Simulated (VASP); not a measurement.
**BaS in VASP: one cell, several levels of theory**

BaS (zincblende), under -5.0 % biaxial strain in x and y, free along z is computed at one geometry. Runs: PBE, r2SCAN. The results are then set beside those of Ansatz 0.2.0 for the same cell. This is a trial cell built on a prototype, not taken from a measured structure, and it needn't be the compound's ground state.

Code: VASP 6.6.1. PAW datasets, plane waves. The cell comes from a prototype generator: it can be a known phase or a hypothetical one. Spin polarisation is off.

## (1) Starting point

The cell comes from an earlier relaxation with r2SCAN in another program, then strained, with the atoms relaxed again.

It is tetragonal, I-4m2 (No. 119); a = 4.731 Å, c = 7.579 Å in the conventional setting, 42.40 Å³ an atom. Near Ba stand 4 S at 3.03 Å; near S stand 4 Ba at 3.03 Å.

Coordinates:

```cif
data_structure
_symmetry_space_group_name_H-M 'I-4m2'
_symmetry_Int_Tables_number 119
_cell_length_a 4.7308
_cell_length_b 4.7308
_cell_length_c 7.5788
_cell_angle_alpha 90.000
_cell_angle_beta 90.000
_cell_angle_gamma 90.000
_cell_volume 169.62
loop_
_atom_site_label
_atom_site_type_symbol
_atom_site_symmetry_multiplicity
_atom_site_Wyckoff_symbol
_atom_site_fract_x
_atom_site_fract_y
_atom_site_fract_z
_atom_site_occupancy
Ba1 Ba 2 a 0.00000 0.00000 0.00000 1
S1 S 2 d 0.50000 0.00000 0.25000 1
```

## (2) PBE at this geometry

Input file INCAR:

```
ENCUT = 520.000000
SIGMA = 0.020000
EDIFF = 1.00e-07
GGA = PE
PREC = Accurate
IBRION = -1
ISIF = 2
ISMEAR = -1
NBANDS = 15
NELM = 120
NSW = 0
LASPH = .TRUE.
LCHARG = .FALSE.
LWAVE = .FALSE.
LREAL = .FALSE.
```

Input file KPOINTS:

```
KPOINTS created by Atomic Simulation Environment
0
Gamma
6 6 6
0 0 0
```

Input file KPOINTS_OPT:

```
special points
6
Reciprocal
0.0000000000 0.0000000000 0.0000000000 1
-0.5000000000 -0.5000000000 0.0000000000 1
-0.3750000000 -0.3750000000 0.2500000000 1
-0.3750000000 0.0000000000 0.3750000000 1
0.0000000000 0.0000000000 0.5000000000 1
-0.5000000000 -0.2500000000 0.2500000000 1
```

Input file POSCAR:

```
Ba S
 1.0000000000000000
     0.0000000000000000    3.3452008881999999    3.7894180099999999
     3.3452008881999999    0.0000000000000000    3.7894180099999999
     3.3452008881999999    3.3452008881999999    0.0000000000000000
 Ba  S
   1   1
Cartesian
  0.0000000000000000  0.0000000000000000  0.0000000000000000
  1.6726004441000000  1.6726004441000000  1.8947090049999999
```

The run uses the recommended PBE PAW datasets (16 valence electrons a neutral cell).

Run with:

```console
> mpirun -np 1 vasp_std
```

Printed to the terminal (iteration lines stand in OSZICAR):

```text
POSCAR found type information on POSCAR BaS
 POSCAR found :  2 types and       2 ions
 LDA part: xc-table for (Slater+PW92), standard interpolation
 POSCAR, INCAR and KPOINTS ok, starting setup
 FFT: planning ... GRIDC
 FFT: planning ... GRID_SOFT
 FFT: planning ... GRID
 WAVECAR not read
 entering main loop
 Start KPOINTS_OPT (optional k-point list driver)
k-point batch [1-6\6]
```

OSZICAR:

```text
N       E                     dE             d eps       ncg     rms          rms(c)
DAV:   1     0.884993791083E+02    0.88499E+02   -0.63938E+03   900   0.892E+02
DAV:   2    -0.412319259227E+01   -0.92623E+02   -0.84085E+02  1219   0.162E+02
DAV:   3    -0.105150007780E+02   -0.63918E+01   -0.63463E+01  1245   0.462E+01
DAV:   4    -0.106767193746E+02   -0.16172E+00   -0.16169E+00  1276   0.737E+00
DAV:   5    -0.106794337802E+02   -0.27144E-02   -0.27143E-02  1328   0.797E-01    0.519E+00
DAV:   6    -0.971950255240E+01    0.95993E+00   -0.13224E+00  1040   0.623E+00    0.354E+00
DAV:   7    -0.968245512052E+01    0.37047E-01   -0.38570E-01  1139   0.302E+00    0.253E+00
DAV:   8    -0.969449681122E+01   -0.12042E-01   -0.38101E-02  1082   0.123E+00    0.743E-01
DAV:   9    -0.970462517307E+01   -0.10128E-01   -0.15820E-02   942   0.839E-01    0.360E-01
DAV:  10    -0.970777538881E+01   -0.31502E-02   -0.13931E-03  1061   0.216E-01    0.110E-01
DAV:  11    -0.970885546502E+01   -0.10801E-02   -0.16242E-03   921   0.205E-01    0.316E-02
DAV:  12    -0.970888935349E+01   -0.33888E-04   -0.11019E-04  1288   0.502E-02    0.384E-02
DAV:  13    -0.970890394729E+01   -0.14594E-04   -0.28304E-05   963   0.328E-02    0.107E-02
DAV:  14    -0.970890378840E+01    0.15889E-06   -0.59202E-07  1264   0.511E-03    0.439E-03
DAV:  15    -0.970890350876E+01    0.27964E-06   -0.41530E-07  1012   0.380E-03    0.432E-04
DAV:  16    -0.970890355943E+01   -0.50672E-07   -0.25100E-08  1031   0.106E-03
   1 F= -.97089036E+01 E0= -.97089036E+01  d E =-.245332E-11
       N       E                     dE             ncg
DAV:   1     0.554571333991E+03   -0.25474E+04      180
DAV:   2    -0.165451547538E+01   -0.55623E+03      237
DAV:   3    -0.396482564239E+02   -0.37994E+02      250
DAV:   4    -0.408339370040E+02   -0.11857E+01      254
DAV:   5    -0.408542699992E+02   -0.20333E-01      257
DAV:   6    -0.408551472174E+02   -0.87722E-03      232
DAV:   7    -0.408551866856E+02   -0.39468E-04      250
DAV:   8    -0.408551885815E+02   -0.18959E-05      198
DAV:   9    -0.408551886762E+02   -0.94675E-07      225
```

The lines after F= are the extra pass for the points of KPOINTS_OPT, at fixed density; their E is not a total energy.

OUTCAR, selected sections:

```text
k-points           NKPTS =     30   k-points in BZ     NKDIM =     30   number of bands    NBANDS=     15

   NELECT =      16.0000    total number of electrons

   dimension x,y,z NGX =    40 NGY =   40 NGZ =   36
   dimension x,y,z NGXF=    80 NGYF=   80 NGZF=   72

  energy-cutoff  :      520.00
  volume of cell :       84.81
      direct lattice vectors                 reciprocal lattice vectors
     0.000000000  3.345200888  3.789418010    -0.149467855  0.149467855  0.131946383
     3.345200888  0.000000000  3.789418010     0.149467855 -0.149467855  0.131946383
     3.345200888  3.345200888  0.000000000     0.149467855  0.149467855 -0.131946383

 k-points in reciprocal lattice and weights: KPOINTS created by Atomic Simulation Env
   0.00000000  0.00000000  0.00000000       0.005
   0.16666667  0.00000000  0.00000000       0.037
   0.33333333  0.00000000  0.00000000       0.037
   0.50000000  0.00000000  0.00000000       0.019
   0.16666667  0.16666667  0.00000000       0.009
   0.33333333  0.16666667  0.00000000       0.037
   0.50000000  0.16666667  0.00000000       0.037
  -0.33333333  0.16666667  0.00000000       0.037
[... 22 more k-points ...]

 E-fermi :   0.4805

 k-point     1 :       0.0000    0.0000    0.0000
  band No.  band energies     occupation
      1     -26.1125      2.00000
      2     -11.2985      2.00000
      3     -11.2985      2.00000
      4     -11.2833      2.00000
      5      -9.9948      2.00000
      6      -0.7944      2.00000
      7      -0.7005      2.00000
      8      -0.7005      2.00000
      9       2.7184      0.00000
     10       4.5731      0.00000
     11       5.4687      0.00000
     12       6.2922      0.00000
     13       7.3093      0.00000
     14       7.3093      0.00000
     15       9.5215      0.00000

 k-point     2 :       0.1667    0.0000    0.0000
  band No.  band energies     occupation
      1     -26.1082      2.00000
      2     -11.5178      2.00000
      3     -11.3044      2.00000
      4     -11.3043      2.00000
      5      -9.7639      2.00000
      6      -0.8574      2.00000
      7      -0.6646      2.00000
      8      -0.6183      2.00000
      9       3.2978      0.00000
     10       4.5213      0.00000
     11       5.1605      0.00000
     12       6.4616      0.00000
     13       7.2168      0.00000
     14       7.5774      0.00000
     15       8.6435      0.00000

 k-point     3 :       0.3333    0.0000    0.0000
  band No.  band energies     occupation
      1     -26.0996      2.00000
      2     -11.8385      2.00000
      3     -11.3367      2.00000
      4     -11.3160      2.00000
      5      -9.4388      2.00000
      6      -0.8271      2.00000
      7      -0.5776      2.00000
      8      -0.4578      2.00000
      9       4.1520      0.00000
     10       4.8304      0.00000
     11       5.0232      0.00000
     12       5.9163      0.00000
     13       6.9978      0.00000
     14       7.2495      0.00000
     15       7.7144      0.00000

 k-point     4 :       0.5000    0.0000    0.0000
  band No.  band energies     occupation
      1     -26.0952      2.00000
      2     -11.9674      2.00000
      3     -11.3527      2.00000
      4     -11.3217      2.00000
      5      -9.3127      2.00000
      6      -0.6838      2.00000
      7      -0.5899      2.00000
      8      -0.3807      2.00000
      9       4.3516      0.00000
     10       5.2528      0.00000
     11       5.2558      0.00000
     12       5.4001      0.00000
     13       6.2906      0.00000
     14       6.6880      0.00000
     15       8.6068      0.00000

 k-point     5 :       0.1667    0.1667    0.0000
  band No.  band energies     occupation
      1     -26.1082      2.00000
      2     -11.5714      2.00000
      3     -11.3177      2.00000
      4     -11.3177      2.00000
      5      -9.6569      2.00000
      6      -0.9627      2.00000
      7      -0.5409      2.00000
      8      -0.5409      2.00000
      9       3.3900      0.00000
     10       3.8747      0.00000
     11       5.6533      0.00000
     12       6.6908      0.00000
     13       7.2083      0.00000
     14       7.2083      0.00000
     15       8.9535      0.00000

 k-point     6 :       0.3333    0.1667    0.0000
  band No.  band energies     occupation
      1     -26.1017      2.00000
      2     -11.8187      2.00000
      3     -11.3564      2.00000
      4     -11.3330      2.00000
      5      -9.3693      2.00000
      6      -0.9681      2.00000
      7      -0.4517      2.00000
      8      -0.3718      2.00000
      9       3.7345      0.00000
     10       4.1486      0.00000
     11       5.6323      0.00000
     12       6.1653      0.00000
     13       6.8284      0.00000
     14       7.3357      0.00000
     15       8.4798      0.00000

 k-point     7 :       0.5000    0.1667    0.0000
  band No.  band energies     occupation
      1     -26.0952      2.00000
      2     -11.9718      2.00000
      3     -11.4050      2.00000
      4     -11.3350      2.00000
      5      -9.2114      2.00000
      6      -0.7784      2.00000
      7      -0.4796      2.00000
      8      -0.2858      2.00000
      9       3.9721      0.00000
     10       4.4482      0.00000
     11       5.3896      0.00000
     12       6.0838      0.00000
     13       6.4343      0.00000
     14       7.4362      0.00000
     15       8.5547      0.00000

 k-point     8 :      -0.3333    0.1667    0.0000
  band No.  band energies     occupation
      1     -26.0952      2.00000
      2     -11.9346      2.00000
      3     -11.4032      2.00000
      4     -11.3218      2.00000
      5      -9.2885      2.00000
      6      -0.8135      2.00000
      7      -0.5058      2.00000
      8      -0.3651      2.00000
      9       4.3020      0.00000
     10       4.7737      0.00000
     11       5.0966      0.00000
     12       5.9936      0.00000
     13       7.0440      0.00000
     14       7.1523      0.00000
     15       7.9138      0.00000

 k-point     9 :      -0.1667    0.1667    0.0000
  band No.  band energies     occupation
      1     -26.1017      2.00000
      2     -11.7315      2.00000
      3     -11.3456      2.00000
      4     -11.3064      2.00000
      5      -9.5457      2.00000
      6      -0.9590      2.00000
      7      -0.5291      2.00000
      8      -0.5260      2.00000
      9       4.0390      0.00000
     10       4.6812      0.00000
     11       5.0686      0.00000
     12       6.5058      0.00000
     13       6.9301      0.00000
     14       7.7829      0.00000
     15       7.7838      0.00000

 k-point    10 :       0.3333    0.3333    0.0000
  band No.  band energies     occupation
      1     -26.0996      2.00000
      2     -11.9521      2.00000
      3     -11.3556      2.00000
      4     -11.3556      2.00000
      5      -9.1804      2.00000
      6      -1.1628      2.00000
      7      -0.1847      2.00000
      8      -0.1847      2.00000
      9       3.2437      0.00000
     10       4.5472      0.00000
     11       6.1087      0.00000
     12       6.3107      0.00000
     13       6.5650      0.00000
     14       6.5650      0.00000
     15       9.5454      0.00000

 k-point    11 :       0.5000    0.3333    0.0000
  band No.  band energies     occupation
      1     -26.0952      2.00000
      2     -12.0430      2.00000
      3     -11.4087      2.00000
      4     -11.3612      2.00000
      5      -9.0506      2.00000
      6      -1.0693      2.00000
      7      -0.1468      2.00000
      8      -0.0867      2.00000
      9       3.2892      0.00000
     10       4.3370      0.00000
     11       5.7615      0.00000
     12       6.5849      0.00000
     13       6.6149      0.00000
     14       7.1785      0.00000
     15       9.1666      0.00000

 k-point    12 :      -0.3333    0.3333    0.0000
  band No.  band energies     occupation
      1     -26.0931      2.00000
      2     -12.0155      2.00000
      3     -11.4618      2.00000
      4     -11.3444      2.00000
      5      -9.0938      2.00000
      6      -0.8253      2.00000
      7      -0.3693      2.00000
      8      -0.1815      2.00000
      9       3.5682      0.00000
     10       4.6052      0.00000
     11       5.0605      0.00000
     12       6.6742      0.00000
     13       7.0296      0.00000
     14       7.8686      0.00000
     15       8.0552      0.00000

[... the tables of k-points 13 to 30 left out ...]

  Total        0.6313125      0.6313125      0.2054343      0.0000000      0.0000000      0.0000000
  in kB       11.9263629     11.9263629      3.8809372      0.0000000      0.0000000      0.0000000
  external PRESSURE =       9.2445543 kB  Pullay stress =       0.0000000 kB

 POSITION                                       TOTAL-FORCE (eV/Angst)
 -----------------------------------------------------------------------------------
      0.00000      0.00000      0.00000        -0.000000     -0.000000     -0.000000
      1.67260      1.67260      1.89471         0.000000      0.000000      0.000000
 -----------------------------------------------------------------------------------
    total drift:                                0.000000      0.000000      0.000000

  FREE ENERGIE OF THE ION-ELECTRON SYSTEM (eV)
  ---------------------------------------------------
  free  energy   TOTEN  =        -9.7089035594 eV

  energy  without entropy=       -9.7089035594  energy(sigma->0) =       -9.70890356
```

Hardware: 1 MPI rank of Intel Xeon 6975P-C, shared host.

The levels at the points of KPOINTS_OPT are read from vasprun.xml.

Near the gap, in eV above the top of the last filled band v; c is the band after it:

| point | v−1 | v | c | c+1 |
| --- | --- | --- | --- | --- |
| Γ | -0.72 | -0.72 | 2.70 | 4.55 |
| X | 0.00 | 0.00 | 3.16 | 4.31 |
| U | -0.24 | -0.12 | 3.31 | 4.39 |
| K | -0.34 | -0.22 | 3.43 | 4.56 |
| L | -0.61 | -0.40 | 4.33 | 5.23 |
| W | -0.61 | -0.02 | 3.33 | 4.16 |

PBE gives an indirect gap of 2.70 eV, from X to Γ; the least direct gap is 3.16 eV. Pressure: 0.92 GPa; the forces vanish within 0.01 eV/Å.

[end of part 1 of 2]
